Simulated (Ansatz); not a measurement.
WS2 (Tungstenite):

```xyz
6
Lattice="3.1800 0.0000 0.0000 -1.5900 2.7540 0.0000 0.0000 0.0000 12.5000" Properties=species:S:1:pos:R:3 pbc="T T T"
W     1.5900    0.9180    9.3750
W     0.0000    1.8360    3.1250
S     1.5900    0.9180    4.6875
S     0.0000    1.8360   10.9375
S     1.5900    0.9180    1.5625
S     0.0000    1.8360    7.8125
```

Base run:

```yaml
Program: Ansatz 0.2.0
Functional: PBE
Potentials_or_basis: all-electron LAPW, scalar-relativistic
Cutoff: 283 eV
Density_cutoff: 1132 eV
Basis_error_allowed: 0.001 eV/atom
k_mesh: 10 × 10 × 3
Occupations: fermi-dirac, width 0.05 eV
Spin: no spin polarisation
```

Its results: band gap on the k mesh 1.12 eV, indirect (least direct gap 2.09 eV); pressure 2.3 GPa; largest force 0.133 eV/Å.

Task: The run is repeated on the same cell with these changes: functional from PBE to PBEsol; basis error allowed from 0.001 eV/atom to 0.002 eV/atom. What comes out?

Result: Band gap on the k mesh 1.08 eV, indirect (least direct gap 2.08 eV); pressure -2.7 GPa; largest force 0.151 eV/Å.

Caveats: spin-orbit coupling is left out, which moves the levels of the heavy elements; this functional lacks dispersion, which binds the layers, so the pressure and a relaxed spacing across them are unreliable; an odd mesh through Γ misses points on the zone boundary, where band edges often lie (some runs).

Not every run made on this cell is shown here.
